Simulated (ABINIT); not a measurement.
## LiF (Griceite): changed settings of a GW run in ABINIT

What do changed inputs do to GW on LiF (Griceite)?

Calculated with ABINIT 10.8.3; PBE and many-body steps on it, plane waves.

## Step 1: The starting structure

It takes space group Fm-3m (No. 225, cubic). Conventional cell: a = 4.028 Å, b = 4.028 Å, c = 4.028 Å, α = 90.00°, β = 90.00°, γ = 90.00°. Nearest to Li lie 6 F at 2.01 Å. Nearest to F lie 6 Li at 2.01 Å. Farther neighbours and most contacts between anions are not listed.

Coordinates:

```cif
data_structure
_symmetry_space_group_name_H-M 'P 1'
_symmetry_Int_Tables_number 1
_cell_length_a 2.8482
_cell_length_b 2.8482
_cell_length_c 2.8482
_cell_angle_alpha 60.000
_cell_angle_beta 60.000
_cell_angle_gamma 60.000
_cell_volume 16.34
loop_
_atom_site_label
_atom_site_type_symbol
_atom_site_fract_x
_atom_site_fract_y
_atom_site_fract_z
_atom_site_occupancy
Li1 Li 0.00000 0.00000 0.00000 1
F2 F 0.50000 0.50000 0.50000 1
```

The cell and positions come from the Crystallography Open Database and are kept as given unless a step says otherwise.

## Step 2: Screening, 6×6×6 mesh, 66 bands, screening to 217.7 eV

This step: ABINIT 10.8.3; RPA screening on PBE, plane waves, norm-conserving pseudopotentials.

The RPA dielectric matrix is built and inverted for each q.

Input file run.abi:

```
acell 3*1.0 Angstrom
rprim 
  -0.000000000000 2.014000000000 2.014000000000
  2.014000000000 -0.000000000000 2.014000000000
  2.014000000000 2.014000000000 -0.000000000000
ntypat 2
znucl 3 9
natom 2
typat 1 2
xred 
  0.000000000000 0.000000000000 0.000000000000
  0.500000000000 0.500000000000 0.500000000000
pp_dirpath "pseudos"
pseudos "Li.upf, F.upf"
ecut 36
ngkpt 6 6 6
nshiftk 1
shiftk 0 0 0
kptopt 1
chksymbreak 0
istwfk *1
occopt 1
irdwfk 1
optdriver 3
nband 66
ecuteps 8
inclvkb 2
awtr 1
symchi 1
indata_prefix "in"
outdata_prefix "out"
tmpdata_prefix "tmp"
```

The run is started by

```sh
$ OMP_NUM_THREADS=1 mpirun -n 8 abinit run.abi > log
```

The log of the run:

```text
.Version 10.8.3 of ABINIT. v10.8.2 released Aug 2026.

 Symmetries : space group Fm -3 m (#225); Bravais cF (face-center cubic)
[... echo of the input left out ...]
== DATASET  1 ==================================================================
-   mpi_nproc: 8, omp_nthreads: 1 (-1 if OMP is not activated)

--- !DatasetInfo
iteration_state: {dtset: 1, }
dimensions: {natom: 2, nkpt: 16, mband: 66, nsppol: 1, nspinor: 1, nspden: 1, mpw: 1158, }
cutoff_energies: {ecut:  36.0, pawecutdg:  -1.0, }
electrons: {nelect:   1.00000000E+01, charge:   0.00000000E+00, occopt:   1.00000000E+00, tsmear:   1.00000000E-02, }

 SCREENING: Calculation of the susceptibility and dielectric matrices

 Based on a program developped by R.W. Godby, V. Olevano, G. Onida, and L. Reining.
 Incorporated in ABINIT by V. Olevano, G.-M. Rignanese, and M. Torrent.
.Using double precision arithmetic ; gwpc =  8

[... cell and pseudopotentials left out ...]
--------------------------------------------------------------------------------

 ==== K-mesh for the wavefunctions ====
 Number of points in the irreducible wedge :    16
[... list of points left out ...]
 Together with 48 symmetry operations and time-reversal symmetry
 yields   216 points in the full Brillouin Zone.

 ==== Q-mesh for the screening function ====
 Number of points in the irreducible wedge :    16
[... list of points left out ...]
 Together with 48 symmetry operations and time-reversal symmetry
 yields   216 points in the full Brillouin Zone.

 setmesh: FFT mesh size selected  =    24x   24x   24
          total number of points  =        13824

 vcoul_init : cutoff-mode = AUXILIARY_FUNCTION
 q-points for optical limit:   1
     1)      0.000010    0.000020    0.000030

- screening: taking advantage of time-reversal symmetry
- Maximum band index for partially occupied states nbvw = 5
- Remaining bands to be divided among processors   nbcw = 61
- Number of bands treated by each node ~7

 Number of electrons calculated from density =   10.0000; Expected =   10.0000
 average of density, n =  0.090697
 r_s =    1.3807
 omega_plasma =   29.0505 [eV]

 calculating chi0 at frequencies [eV] :
  1    0.000000E+00    0.000000E+00
  2    0.000000E+00    2.905047E+01

--------------------------------------------------------------------------------
  q-point number  1        q = ( 0.000000, 0.000000, 0.000000) [r.l.u.]
--------------------------------------------------------------------------------
[... chi0 elements left out ...]
 For q-point:  0.000010 0.000020 0.000030
  dielectric constant =   1.9669
  dielectric constant without local fields =   2.0761

  Average fulfillment of the sum rule on Im[epsilon] for q-point    1 :     70.78  [%]
[... wings left out ...]
  q-point number  2        q = ( 0.166667, 0.000000, 0.000000) [r.l.u.]
--------------------------------------------------------------------------------
[... chi0 elements left out ...]
  Average fulfillment of the sum rule on Im[epsilon] for q-point    2 :     87.38  [%]

 [... 14 further q-points ...]
```

Elapsed: 9.3 s, on 8 MPI ranks of AMD EPYC 9R45, shared host; peak memory 1.1 GiB; 73 s of CPU time.

Numbers from this step:

- ε∞ with local fields, on this mesh, along the program's q direction: 1.967
- the same without local fields: 2.076
- plasma frequency: 29.05 eV
- plane waves in the screening matrix: 113

Local fields lower ε∞ by 5 %.

## Step 3: Base

The self-energy is evaluated for the states that the input lists, and the levels follow from it, in one-shot runs by the linearised quasiparticle equation.

This step: G0W0 on PBE, plane waves, norm-conserving pseudopotentials.

run.abi: that of step 2 with these lines changed.

```diff
@@ -23,8 +23,15 @@
 irdwfk 1
-optdriver 3
+optdriver 4
 nband 66
+gwcalctyp 0
+ecutsigx 36
+symsigma 1
+nkptgw 1
+kptgw 
+  0.0000000000 0.0000000000 0.0000000000
+bdgw 
+  3 9
 ecuteps 8
-inclvkb 2
-awtr 1
-symchi 1
+irdscr 1
+ppmodel 1
 indata_prefix "in"
```

The log of the run:

```text
.Version 10.8.3 of ABINIT. v10.8.2 released Aug 2026.

 Symmetries : space group Fm -3 m (#225); Bravais cF (face-center cubic)
[... echo of the input left out ...]
== DATASET  1 ==================================================================
-   mpi_nproc: 8, omp_nthreads: 1 (-1 if OMP is not activated)

--- !DatasetInfo
iteration_state: {dtset: 1, }
dimensions: {natom: 2, nkpt: 16, mband: 66, nsppol: 1, nspinor: 1, nspden: 1, mpw: 1158, }
cutoff_energies: {ecut:  36.0, pawecutdg:  -1.0, }
electrons: {nelect:   1.00000000E+01, charge:   0.00000000E+00, occopt:   1.00000000E+00, tsmear:   1.00000000E-02, }

 SIGMA: Calculation of the GW corrections

 Based on a program developped by R.W. Godby, V. Olevano, G. Onida, and L. Reining.
 Incorporated in ABINIT by V. Olevano, G.-M. Rignanese, and M. Torrent.
.Using double precision arithmetic ; gwpc =  8

[... cell and pseudopotentials left out ...]
--------------------------------------------------------------------------------

 ==== K-mesh for the wavefunctions ====
 Number of points in the irreducible wedge :    16
[... list of points left out ...]
 Together with 48 symmetry operations and time-reversal symmetry
 yields   216 points in the full Brillouin Zone.

 ==== Q-mesh for screening function ====
 Number of points in the irreducible wedge :    16
[... list of points left out ...]
 Together with 48 symmetry operations and time-reversal symmetry
 yields   216 points in the full Brillouin Zone.

 vcoul_init : cutoff-mode = AUXILIARY_FUNCTION
 q-points for optical limit:   1
     1)      0.000010    0.000020    0.000030
 setmesh: FFT mesh size selected  =    30x   30x   30
          total number of points  =        27000

 Number of electrons calculated from density =   10.0000; Expected =   10.0000
 average of density, n =  0.090697
 r_s =    1.3807
 omega_plasma =   29.0505 [eV]

 === KS Band Gaps ===
  >>>> For spin  1
   Minimum direct gap =   9.1146 [eV], located at k-point      :   0.0000  0.0000  0.0000
   Fundamental gap    =   9.1146 [eV], Top of valence bands at :   0.0000  0.0000  0.0000
                                       Bottom of conduction at :   0.0000  0.0000  0.0000
 SIGMA fundamental parameters:
 PLASMON POLE MODEL  1
 number of plane-waves for SigmaX                 1139
 number of plane-waves for SigmaC and W            113
 number of plane-waves for wavefunctions          1139
 number of bands                                    66
 number of independent spin polarizations            1
 number of spinorial components                      1
 number of k-points in IBZ                          16
 number of q-points in IBZ                          16
 number of symmetry operations                      48
 number of k-points in BZ                          216
 number of q-points in BZ                          216
 number of frequencies for dSigma/dE                 9
 frequency step for dSigma/dE [eV]                0.25
 number of omega for Sigma on real axis              0
 max omega for Sigma on real axis  [eV]           0.00
 zcut for avoiding poles [eV]                     0.10

 EPSILON^-1 parameters (SCR file):
 dimension of the eps^-1 matrix on file            113
 dimension of the eps^-1 matrix used               113
 number of plane-waves for wavefunctions          1139
 number of bands                                    66
 number of q-points in IBZ                          16
 number of frequencies                               2
 number of real frequencies                          1
 number of imag frequencies                          1

 matrix elements of self-energy operator (all in [eV])

 Perturbative Calculation

--- !SelfEnergy_ee
iteration_state: {dtset: 1, }
kpoint     : [   0.000,    0.000,    0.000, ]
spin       : 1
KS_gap     :    9.115
QP_gap     :   13.298
Delta_QP_KS:    4.183
data: !SigmaeeData |
     Band     E0 <VxcDFT>   SigX SigC(E0)      Z dSigC/dE  Sig(E)    E-E0       E
        3  -0.974 -23.053 -30.724   4.565   0.829  -0.206 -25.628  -2.574  -3.548
        4  -0.974 -23.053 -30.724   4.565   0.829  -0.206 -25.628  -2.574  -3.548
        5  -0.974 -23.053 -30.724   4.565   0.829  -0.206 -25.628  -2.574  -3.548
        6   8.141 -11.451  -6.592  -3.054   0.892  -0.121  -9.842   1.609   9.750
        7  23.017 -10.011  -3.078  -4.035   0.884  -0.131  -7.449   2.562  25.579
        8  23.017 -10.011  -3.078  -4.035   0.884  -0.131  -7.449   2.562  25.579
        9  23.017 -10.011  -3.078  -4.035   0.884  -0.131  -7.449   2.562  25.579

== END DATASET(S) ==============================================================
================================================================================

 -outvars: echo values of variables after computation  --------
           etotal      0.0000000000E+00
            nband          66
             nkpt          16
          spgroup         225
 [... the other variables as echoed above ...]

 Calculation completed.
```

Elapsed: 2.1 s, on 8 MPI ranks; peak memory 0.14 GiB; 15 s of CPU time.

This step gave:

* G0W0 gap on the points computed: 13.30 eV
* starting gap on the mesh: 9.115 eV
* k of the valence top: 0, 0, 0
* k of the conduction bottom: 0, 0, 0
* Z at the valence top: 0.829
* Z at the conduction bottom: 0.892
* least direct G0W0 gap on the computed points: 13.30 eV

The gap on the mesh goes from 9.11 eV to 13.30 eV, a correction of +4.18 eV.

## Step 4: Exchange cutoff

run.abi: that of step 3 with these lines changed.

```diff
@@ -26,3 +26,3 @@
 gwcalctyp 0
-ecutsigx 36
+ecutsigx 5.4
 symsigma 1
```

The log of the run:

```text
.Version 10.8.3 of ABINIT. v10.8.2 released Aug 2026.

 Symmetries : space group Fm -3 m (#225); Bravais cF (face-center cubic)
[... echo of the input left out ...]
== DATASET  1 ==================================================================
-   mpi_nproc: 8, omp_nthreads: 1 (-1 if OMP is not activated)

--- !DatasetInfo
iteration_state: {dtset: 1, }
dimensions: {natom: 2, nkpt: 16, mband: 66, nsppol: 1, nspinor: 1, nspden: 1, mpw: 1158, }
cutoff_energies: {ecut:  36.0, pawecutdg:  -1.0, }
electrons: {nelect:   1.00000000E+01, charge:   0.00000000E+00, occopt:   1.00000000E+00, tsmear:   1.00000000E-02, }

 SIGMA: Calculation of the GW corrections

 Based on a program developped by R.W. Godby, V. Olevano, G. Onida, and L. Reining.
 Incorporated in ABINIT by V. Olevano, G.-M. Rignanese, and M. Torrent.
.Using double precision arithmetic ; gwpc =  8

[... cell and pseudopotentials left out ...]
--------------------------------------------------------------------------------

 ==== K-mesh for the wavefunctions ====
 Number of points in the irreducible wedge :    16
[... list of points left out ...]
 Together with 48 symmetry operations and time-reversal symmetry
 yields   216 points in the full Brillouin Zone.

 ==== Q-mesh for screening function ====
 Number of points in the irreducible wedge :    16
[... list of points left out ...]
 Together with 48 symmetry operations and time-reversal symmetry
 yields   216 points in the full Brillouin Zone.

 vcoul_init : cutoff-mode = AUXILIARY_FUNCTION
 q-points for optical limit:   1
     1)      0.000010    0.000020    0.000030
 setmesh: FFT mesh size selected  =    20x   20x   20
          total number of points  =         8000

 Number of electrons calculated from density =   10.0000; Expected =   10.0000
[...]
number of q-points in BZ                          216
 number of frequencies for dSigma/dE                 9
 frequency step for dSigma/dE [eV]                0.25
 number of omega for Sigma on real axis              0
 max omega for Sigma on real axis  [eV]           0.00
 zcut for avoiding poles [eV]                     0.10

 EPSILON^-1 parameters (SCR file):
 dimension of the eps^-1 matrix on file            113
 dimension of the eps^-1 matrix used                59
 number of plane-waves for wavefunctions          1139
 number of bands                                    66
 number of q-points in IBZ                          16
 number of frequencies                               2
 number of real frequencies                          1
 number of imag frequencies                          1

 matrix elements of self-energy operator (all in [eV])

 Perturbative Calculation

--- !SelfEnergy_ee
iteration_state: {dtset: 1, }
kpoint     : [   0.000,    0.000,    0.000, ]
spin       : 1
KS_gap     :    9.115
QP_gap     :   11.889
Delta_QP_KS:    2.774
data: !SigmaeeData |
     Band     E0 <VxcDFT>   SigX SigC(E0)      Z dSigC/dE  Sig(E)    E-E0       E
        3  -0.974 -23.053 -27.645   4.492   0.835  -0.198 -23.136  -0.083  -1.057
        4  -0.974 -23.053 -27.645   4.492   0.835  -0.198 -23.136  -0.083  -1.057
        5  -0.974 -23.053 -27.645   4.492   0.835  -0.198 -23.136  -0.083  -1.057
        6   8.141 -11.451  -5.280  -3.159   0.894  -0.119  -8.759   2.691  10.832
        7  23.017 -10.011  -2.548  -4.056   0.884  -0.131  -6.998   3.013  26.030
        8  23.017 -10.011  -2.548  -4.056   0.884  -0.131  -6.998   3.013  26.030
        9  23.017 -10.011  -2.548  -4.056   0.884  -0.131  -6.998   3.013  26.030

== END DATASET(S) ==============================================================
================================================================================

 -outvars: echo values of variables after computation  --------
           etotal      0.0000000000E+00
            nband          66
             nkpt          16
          spgroup         225
 [... the other variables as echoed above ...]

 Calculation completed.
```

The job ended after 1.7 s (8 MPI ranks; peak memory 0.1 GiB).

Numbers from this step:

```
G0W0 gap on the points computed              : 11.89 eV
starting gap on the mesh                     : 9.115 eV
k of the valence top                         : 0, 0, 0
k of the conduction bottom                   : 0, 0, 0
Z at the valence top                         : 0.835
Z at the conduction bottom                   : 0.894
least direct G0W0 gap on the computed points : 11.89 eV
```

## Step 5: No symmetry in the self-energy

run.abi: that of step 4 with these lines changed.

```diff
@@ -26,4 +26,4 @@
 gwcalctyp 0
-ecutsigx 5.4
-symsigma 1
+ecutsigx 36
+symsigma 0
 nkptgw 1
```

The log of the run:

```text
.Version 10.8.3 of ABINIT. v10.8.2 released Aug 2026.

 Symmetries : space group Fm -3 m (#225); Bravais cF (face-center cubic)
[... echo of the input left out ...]
== DATASET  1 ==================================================================
-   mpi_nproc: 8, omp_nthreads: 1 (-1 if OMP is not activated)

--- !DatasetInfo
iteration_state: {dtset: 1, }
dimensions: {natom: 2, nkpt: 16, mband: 66, nsppol: 1, nspinor: 1, nspden: 1, mpw: 1158, }
cutoff_energies: {ecut:  36.0, pawecutdg:  -1.0, }
[...]
7  23.017 -10.011  -3.078  -4.035   0.884  -0.131  -7.449   2.562  25.579
        8  23.017 -10.011  -3.078  -4.035   0.884  -0.131  -7.449   2.562  25.579
        9  23.017 -10.011  -3.078  -4.035   0.884  -0.131  -7.449   2.562  25.579

== END DATASET(S) ==============================================================
================================================================================

 -outvars: echo values of variables after computation  --------
           etotal      0.0000000000E+00
            nband          66
             nkpt          16
          spgroup         225
 [... the other variables as echoed above ...]

 Calculation completed.
```

Wall time 8.4 s (8 MPI ranks); peak memory 0.97 GiB.

This step gave:

| Item | Value |
| --- | --- |
| G0W0 gap on the points computed | 13.30 eV |
| starting gap on the mesh | 9.115 eV |
| k of the valence top | 0, 0, 0 |
| k of the conduction bottom | 0, 0, 0 |
| least direct G0W0 gap on the computed points | 13.30 eV |

Against G0W0 in ABINIT (6×6×6 mesh, 66 bands, screening to 217.7 eV, Godby-Needs plasmon pole), the gap moves by +0.000 eV.

(Part 1 of 2 ends here.)

[Paths, hosts, dates, memory and timing lines, banners, echoed tables and standing remarks are left out of the program output.]

[Logs are printed without paths, hosts, clocks, repeated set-up lines and the standing remarks that a program may print on its own settings, such as how far it seeks lower states.]

[Runs of the session that timed out or met a known fault of the program may be left out.]

[Hosts, paths, dates, database ids (printed as entryN), source tags and the programs' standing remarks are cut or masked in the printed files.]

[G0W0 gaps are taken among the corrected bands and points alone; a level outside them can change the order at an edge.]

[Where Ansatz stands beside ABINIT at settings called matched, ABINIT's density can come from a denser mesh and the files from another edition; pairs whose starting gaps differed by over 0.03 eV were left out, so agreement reads better than it is.]
